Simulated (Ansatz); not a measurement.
**Elastic constants of CsH at 6 GPa (stress–strain coefficients): input and output**

Method: DFT LDA, scalar-relativistic, plane waves, PAW (Ansatz).

Launched with:
```bash
ansatz run input.yaml --threads 1 --pin off --max-ram 3072MiB --backend cpu --events-out ev --progress --plain --runs-dir out
```

Input (bare energies are in eV):
```yaml
crystal:
  lattice:
    - [0.0, 2.7639078113, 2.7639078113]
    - [2.7639078113, 0.0, 2.7639078113]
    - [2.7639078113, 2.7639078113, 0.0]
  atoms:
    - { symbol: Cs, position: [0.0, 0.0, 0.0] }
    - { symbol: H, position: [0.5, 0.5, 0.5] }
basis:
  ecutwfc: 420
kpoints:
  mp_grid: { grid: [8, 8, 8] }
hamiltonian:
  xc: lda
scf:
  occupations: { method: fixed }
output:
  forces: true
  stress: true
  eigenvalues: true
elastic:
  mode: relaxed_ion
  stencil: two_point
```

From the output:
```
--- Elastic constants: 2 strain directions × 2 members + reference (group order 48) ---
  dense FFT box of the reference and of every strained cell: 27×27×27
  strains applied: 11, 23; error gains: componentwise 1.00 (the most a stress slope's error grows in a printed constant), spectral 1.73 (1 for all six strains in a standard setting)
  C = ∂σ_k/∂η_j (tension-positive GPa; Voigt order 11 22 33 23 13 12):
        94.168     -0.108     -0.108      0.000      0.000     -0.000
        -0.108     94.168     -0.108     -0.000      0.000     -0.000
        -0.108     -0.108     94.168     -0.000     -0.000      0.000
         0.000     -0.000     -0.000      2.676     -0.000     -0.000
        -0.000      0.000     -0.000     -0.000      2.676      0.000
        -0.000     -0.000      0.000     -0.000     -0.000      2.676
  reference stress σ⁰ (GPa):     -6.000     -6.000     -6.000     -0.000      0.000      0.000
  C* (energy form; C + prestress term) asymmetry max|C*_kj − C*_jk| = 2.665e-15 GPa — a small one proves nothing (zero by symmetry where the batch's group is 432, −43m or m−3m); a large one is finite-difference/SCF noise where every solve ...
  moduli (Voigt/Reuss/Hill, GPa): K = 31.32/31.32/31.32   G = 20.46/4.30/12.38   E = 32.81   ν = 0.325
  mechanically stable: yes (min eigenvalue of sym C = 2.68 GPa)
  strain η (Voigt 11):  stress-route row diagonal C_11 = 94.17 GPa, energy-path curvature d²(F+E_count+ΔE)/dδ²/Ω₀ = 94.17 GPa
         δ    σ_11 (GPa) F (eV) n_scf n_hpsi n_pw
    -2.000e-3      -6.1900       -5520.7081677       7   10940    869   relax 0 steps, max|allowed force component| 6.90e-31 eV/Å
     2.000e-3      -5.8134       -5520.7144983       4    7986    869   relax 0 steps, max|allowed force component| 1.48e-31 eV/Å
  strain η (Voigt 23):  stress-route row diagonal C_44 = 2.68 GPa, energy-path curvature d²(F+E_count+ΔE)/dδ²/Ω₀ = 5.70 GPa
         δ    σ_23 (GPa) F (eV) n_scf n_hpsi n_pw
    -2.000e-3      -0.0054       -5520.7113812       5   15620    869   relax 0 steps, max|allowed force component| 4.93e-31 eV/Å
     2.000e-3       0.0054       -5520.7113812       4   12806    869   relax 0 steps, max|allowed force component| 5.92e-31 eV/Å
```

Time: 7.8 s on 1 thread of Arm Neoverse V1 (shared host), peak memory 0.33 GiB.